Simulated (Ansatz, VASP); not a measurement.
# BN: VASP beside Ansatz

```
CELL_PARAMETERS angstrom
0.00000 -1.81239 -1.73990
-1.73990 0.00000 -1.73990
1.73990 1.81239 -3.47980
ATOMIC_POSITIONS crystal
B 0.99360 0.02852 0.00000
B 0.50640 0.47148 0.50000
N 0.36845 0.40419 0.87500
N 0.88155 0.84581 0.37500
```

Change from the starting cell: mode 4 frozen in at -0.068 Å, equal normal strain along x and y -0.0400.

Alike in both runs: task single point; functional PBE; k mesh 6 × 6 × 6; occupations gaussian, width 0.05 eV; no spin polarisation.

|  | VASP | Ansatz |
| --- | --- | --- |
| version | VASP 6.6.1 | Ansatz 0.2.0 |
| potentials or method | VASP PAW PBE potentials, release 64 (B, N) | scalar-relativistic, plane waves, PAW |
| plane-wave cutoff (eV) | 520 | 520 |
| valence electrons in the cell | 16 | 16 |

```tsv
	VASP	Ansatz	Ansatz less VASP
gap on the k mesh at the Fermi level (eV)	4.11	4.12	+0.014
least direct gap on the mesh (eV)	5.99	6.01	+0.017
pressure (GPa)	35.4	35.0	-0.42
largest component of the traceless stress (GPa)	17.84	17.83	-0.007
rms of the force components (eV/Å)	0.396	0.397	+0.0005
```

Atom by atom the forces differ by 0.001 eV/Å (rms over components).

Caveats: the k mesh is coarse (spacing up to 0.50 Å⁻¹), so the values aren't converged; so large a pressure means that the cell lies far from this level's equilibrium, or that cutoff or potentials fall short (VASP). A k mesh can miss the band edges.
